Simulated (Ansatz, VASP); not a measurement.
**Au in VASP and in Ansatz**

```
CELL_PARAMETERS angstrom
2.84130 0.00000 0.00000
-1.42065 2.46064 0.00000
0.00000 0.00000 4.78123
ATOMIC_POSITIONS crystal
Au 0.33333 0.66667 0.75000
Au 0.66667 0.33333 0.25000
```

Change from the starting cell: volume scaled by 0.9405, crystal datasets.

Alike in both runs: task electric field gradients; functional PBE; k mesh 14 × 14 × 8; occupations fermi-dirac, width 0.03 eV; no spin polarisation.

```csv
,VASP,Ansatz
version,VASP 6.6.1,Ansatz 0.2.0
potentials or method,"VASP PAW PBE potentials, release 64 (Au), cutoff 520 eV","all-electron PAW with datasets made for the crystal, scalar-relativistic"
```

VASP gave:

* pressure (GPa): 12.4
* largest component of the traceless stress (GPa): 1.07
* Vzz of the field gradient on the site that differs most (V/Å²): 30.1

Q: Estimate Ansatz's values.

A: Pressure (GPa): 12.7; largest component of the traceless stress (GPa): 1.05; Vzz of the field gradient on the site that differs most (V/Å²): 17.7.

Ansatz ran all-electron here, so the differences hold the error of VASP's frozen core and of both bases. Ansatz warned: «gradients_without_spin_orbit».

The runs have no spin-orbit coupling, so splittings on Au are missing.
